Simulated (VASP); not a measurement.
A run of VASP 6.6.1:

INCAR

```
ALGO = Fast ; EDIFF = 1E-6
ENCUT = 520 ; GGA = PE
ISIF = 2 ; ISMEAR = -1
LASPH = T ; LCHARG = F
LREAL = F ; LWAVE = F
NBANDS = 32 ; NELM = 60
PREC = Accurate ; SIGMA = 0.05
```

File KPOINTS:

```
k-points
0
Gamma
  8 8 8
```

POSCAR

```
Bi2Se3
1.0
    2.0987597050      1.2117194806      9.6709442292
   -2.0987597050      1.2117194806      9.6709442292
    0.0000000000     -2.4234389614      9.6709442292
Bi Se
2 3
Direct
    0.5992000000      0.5992000000      0.5992000000
    0.4008000000      0.4008000000      0.4008000000
    0.7883000000      0.7883000000      0.7883000000
    0.2117000000      0.2117000000      0.2117000000
    0.0000000000      0.0000000000      0.0000000000
```

Potentials or basis: VASP PAW PBE potentials, release 64 (Bi_d, Se).

The run is started by

```bash
$ cat potpaw_PBE.64/Bi_d/POTCAR potpaw_PBE.64/Se/POTCAR > POTCAR
$ mpirun -np 1 vasp_std > vasp.out
```

Hardware: 1 thread of Intel(R) Xeon(R) 6975P-C (Granite Rapids), with other jobs on the host.

**Question.** How long does it take, and how much memory?

**Answer.** Wall time 17 min on 1 thread of Intel(R) Xeon(R) 6975P-C (Granite Rapids) (shared host), peak memory 1.1 GiB. Counts: scf iterations 14, k points 65.
